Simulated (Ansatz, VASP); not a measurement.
**Au: VASP beside Ansatz**

Contents of INCAR:

```
SYSTEM = Au
PREC     = Accurate       ! precision mode
ENCUT    = 520            ! plane-wave cutoff, eV
EDIFF    = 1E-6           ! SCF threshold, eV
ISMEAR   = 0              ! smearing method
SIGMA    = 0.15           ! smearing width, eV
LREAL    = .FALSE.        ! projectors in reciprocal space
LASPH    = .TRUE.         ! aspherical terms in the spheres
NELM     = 80             ! most SCF steps
ALGO     = Fast           ! electronic algorithm
ISIF     = 2              ! what is computed and relaxed
LWAVE    = .FALSE.        ! write WAVECAR
LCHARG   = .FALSE.        ! write CHGCAR
GGA      = PE             ! functional
NBANDS   = 18             ! bands
```

File KPOINTS:

```
Automatic mesh
0
G
  24 24 12
  0 0 0
```

Contents of POSCAR:

```
Au
1.0
    3.1239285882      0.0000000000      0.0000000000
   -1.5619642941      2.7054015170      0.0000000000
    0.0000000000      0.0000000000      4.2054565149
Au
2
Direct
    0.3333333333      0.6666666667      0.7500000000
    0.6666666667      0.3333333333      0.2500000000
```

Input for Ansatz:

```yaml
crystal:
  lattice:
    - [3.1239285882, 0.0, 0.0]
    - [-1.5619642941, 2.705401517, 0.0]
    - [0.0, 0.0, 4.2054565149]
  atoms:
    - { symbol: Au, position: [0.3333333333, 0.6666666667, 0.75] }
    - { symbol: Au, position: [0.6666666667, 0.3333333333, 0.25] }
basis:
  ecutwfc: 420
kpoints:
  mp_grid: { grid: [24, 24, 12] }
hamiltonian:
  xc: pbe
scf:
  occupations: { method: gaussian, width: 0.15 }
output:
  forces: true
  stress: true
  eigenvalues: true
```

Alike in both runs: task single point; functional PBE; k mesh 24 × 24 × 12; occupations gaussian, width 0.15 eV; no spin polarisation.

```csv
,VASP,Ansatz
version,VASP 6.6.1,Ansatz 0.2.0
potentials or method,"VASP PAW PBE potentials, release 64 (Au)","scalar-relativistic, plane waves, PAW"
plane-wave cutoff (eV),520,420
valence electrons in the cell,22,38
```

|  | VASP | Ansatz | Ansatz less VASP |
| --- | --- | --- | --- |
| gap on the k mesh at the Fermi level (eV) | none | none | - |
| pressure (GPa) | 7.8 | 8.0 | +0.21 |
| largest component of the traceless stress (GPa) | 8.92 | 9.01 | +0.081 |

A gap of «none» marks a metal or a gap that the smearing closes. With one functional, cell and mesh, what is left measures potentials, basis and numerics. The two sets of potentials don't hold the same shells in valence.

Spin-orbit coupling is left out, which matters for the levels of Au.
